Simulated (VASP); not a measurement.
# Ta: intraband terms of a metal's spectrum

Ta, Im-3m (no. 229), 1 atom in the cell. PBE, independent-particle dielectric function; PAW potentials Ta_pv (PBE set).

## Input

INCAR.step1:
```
SYSTEM = Ta
PREC = Accurate ; ENCUT = 260
ISMEAR = 1 ; SIGMA = 0.1
EDIFF = 1E-7 ; LASPH = .True.
KPAR = 4 ; LWAVE = .False.
LCHARG = .True. ; LMAXMIX = 4
```

INCAR.step2:
```
SYSTEM = Ta
PREC = Accurate ; ENCUT = 260
ISMEAR = 0 ; SIGMA = 0.3
EDIFF = 1E-6 ; LASPH = .True.
KPAR = 4 ; LWAVE = .True.
LCHARG = .False. ; LMAXMIX = 4
ICHARG = 11 ; NBANDS = 20
NEDOS = 3000 ; OMEGAMAX = 30
CSHIFT = 0.1
```

INCAR.step3, as INCAR.step2 but for:
```
- LWAVE = .True.
+ LWAVE = .False.
+ LOPTICS = .True.
+ ALGO = None
+ NELM = 1
+ ISTART = 1
```

INCAR.step4, as INCAR.step3 but for:
```
+ WPLASMAI = 0.03
```

INCAR.step5 to INCAR.step6 change the same tag again: WPLASMAI = 0.1, 0.3.

INCAR.step7, as INCAR.step6 but for:
```
- WPLASMAI = 0.3
+ RTIME = 20
```

INCAR.step8, as INCAR.step7 but for:
```
- RTIME = 20
+ RTIME = 5
```

INCAR.step9, as INCAR.step8 but for:
```
- RTIME = 5
+ LNABLA = .True.
```

INCAR.step10, as INCAR.step9 but for:
```
- ISMEAR = 0
- LNABLA = .True.
+ ISMEAR = -5
```

KPOINTS.step1:
```
k-points
0
Gamma
  11 11 11
```

KPOINTS.step2:
```
k-points
0
Gamma
  23 23 23
```

POSCAR:
```
Ta
1.0
   -1.6512800000      1.6512800000      1.6512800000
    1.6512800000     -1.6512800000      1.6512800000
    1.6512800000      1.6512800000     -1.6512800000
Ta
1
Direct
    0.0000000000      0.0000000000      0.0000000000
```

Commands (each step's output is kept before the next begins):
```
cat potpaw_PBE.64/Ta_pv/POTCAR > POTCAR
cp INCAR.step1 INCAR
cp KPOINTS.step1 KPOINTS
mpirun -np 4 vasp_std > vasp.out
cp INCAR.step2 INCAR
cp KPOINTS.step2 KPOINTS
mpirun -np 4 vasp_std > vasp.out
cp INCAR.step3 INCAR
mpirun -np 4 vasp_std > vasp.out
cp INCAR.step4 INCAR
mpirun -np 4 vasp_std > vasp.out
cp INCAR.step5 INCAR
mpirun -np 4 vasp_std > vasp.out
cp INCAR.step6 INCAR
mpirun -np 4 vasp_std > vasp.out
cp INCAR.step7 INCAR
mpirun -np 4 vasp_std > vasp.out
cp INCAR.step8 INCAR
mpirun -np 4 vasp_std > vasp.out
cp INCAR.step9 INCAR
mpirun -np 4 vasp_std > vasp.out
cp INCAR.step10 INCAR
mpirun -np 4 vasp_std > vasp.out
```

## Result

- Bands: 20

One ground state, settings moved in the last step alone:

| Settings | Plasma frequency (eV) | Im ε at 0.5 eV | Im ε at 1 eV | Im ε at 2 eV | Im ε at 4 eV | Time (s) |
|---|---|---|---|---|---|---|
| interband part alone | 8.66 | 10.7 | 8.9 | 10.0 | 13.3 | 14 |
| Drude term, WPLASMAI 0.03 | 8.66 | 28.7 | 11.1 | 10.3 | 13.3 | 12 |
| Drude term, WPLASMAI 0.1 | 8.66 | 68.4 | 16.3 | 10.9 | 13.4 | 14 |
| Drude term, WPLASMAI 0.3 | 8.66 | 143.2 | 29.5 | 12.7 | 13.6 | 18 |
| relaxation time RTIME 20 fs | 8.66 | 30.4 | 11.4 | 10.3 | 13.3 | 12 |
| relaxation time RTIME 5 fs | 8.66 | 84.6 | 18.6 | 11.2 | 13.4 | 15 |
| transversal form (LNABLA) | 8.19 | 9.3 | 7.6 | 8.3 | 11.5 | 18 |
| tetrahedron method | – | – | – | – | – | no result |

Limits: Spin-orbit coupling is left out, which can matter with atoms this heavy.

VASP 6.6.1 took 129 s on 4 cores (Intel Xeon Platinum 8259CL @ 2.50GHz (Skylake/Cascade Lake)), a shared host.
